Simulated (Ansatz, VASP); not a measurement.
## Si: VASP beside Ansatz

INCAR

```
PREC = Accurate ; ENCUT = 520
EDIFF = 1E-6 ; ISMEAR = -1
SIGMA = 0.08 ; LREAL = F
LASPH = T ; NELM = 80
ALGO = Normal ; ISIF = 2
LWAVE = F ; LCHARG = F
GGA = PE ; NBANDS = 11
```

Contents of KPOINTS:

```
regular mesh
0
Gamma
  11 11 11
```

Contents of POSCAR:

```
Si
1.0
    0.0000000000      2.6883153000      2.7154700000
    2.6883153000      0.0000000000      2.7154700000
    2.6883153000      2.6883153000      0.0000000000
Si
2
Direct
    0.5000000000      0.5000000000      0.5000000000
    0.7500000000      0.7500000000      0.7500000000
```

Input for Ansatz:

```yaml
crystal:
  lattice:
    - [0.0, 2.6883153, 2.71547]
    - [2.6883153, 0.0, 2.71547]
    - [2.6883153, 2.6883153, 0.0]
  atoms:
    - { symbol: Si, position: [0.5, 0.5, 0.5] }
    - { symbol: Si, position: [0.75, 0.75, 0.75] }
kpoints:
  mp_grid: { grid: [11, 11, 11] }
  band_path:
    path:
      - [0.0, 0.0, 0.0]
      - [0.0, 0.5, 0.5]
      - [0.25, 0.75, 0.5]
      - [0.0, 0.5, 0.0]
      - [0.0, 0.0, 0.0]
      - [0.5, 0.5, 0.0]
      - [0.3725125, 0.6274875, 0.0]
      - [-0.3725125, 0.3725125, 0.0]
      - [0.0, 0.0, 0.0]
    npoints: 5
scf:
  occupations: { method: fermi_dirac, width: 0.08 }
hamiltonian:
  xc: pbe
  pseudopotentials: { kind: all_electron, lapw: { basis_error: 0.00025 } }
output:
  forces: true
  stress: true
  eigenvalues: true
```

Change from the starting cell: equal xx and yy strain of -1 %.

Alike in both runs: task single point; functional PBE; k mesh 11 × 11 × 11; occupations fermi-dirac, width 0.08 eV; no spin polarisation.

|  | VASP | Ansatz |
| --- | --- | --- |
| version | VASP 6.6.1 | Ansatz 0.2.0 |
| potentials or method | VASP PAW PBE potentials, release 64 (Si) | all-electron LAPW, scalar-relativistic |
| plane-wave cutoff (eV) | 520 | see its input |

|  | VASP | Ansatz | Ansatz less VASP |
| --- | --- | --- | --- |
| pressure (GPa) | 4.0 | 4.0 | +0.04 |
| largest component of the traceless stress (GPa) | 0.65 | 0.65 | -0.001 |

Ansatz ran all-electron here, so the differences hold the error of VASP's frozen core and of both bases.

Caveats: an odd mesh through Γ misses points on the zone boundary, where band edges often lie.
